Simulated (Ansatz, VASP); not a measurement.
## Zr in VASP and in Ansatz

```
CELL_PARAMETERS angstrom
3.14397 0.00000 0.00000
-1.57198 2.72275 0.00000
0.00000 0.00000 5.08946
ATOMIC_POSITIONS crystal
Zr 0.33333 0.66667 0.25000
Zr 0.66667 0.33333 0.75000
```

Alike in both runs: task single point; functional LDA; k mesh 12 × 12 × 6; occupations methfessel-paxton of order 1, width 0.01 eV; no spin polarisation.

|  | VASP | Ansatz |
| --- | --- | --- |
| version | VASP 6.6.1 | Ansatz 0.2.0 |
| potentials or method | VASP PAW LDA potentials, release 64 (Zr_sv) | plane waves (420 eV) with PAW, scalar-relativistic |
| plane-wave cutoff (eV) | 520 | 420 |
| valence electrons in the cell | 24 | 24 |

|  | VASP | Ansatz | Ansatz less VASP |
| --- | --- | --- | --- |
| pressure (GPa) | 0.1 | 0.0 | -0.12 |
| largest component of the traceless stress (GPa) | 0.45 | 0.48 | +0.030 |

Ansatz warned: «pseudo_functional_mismatch».
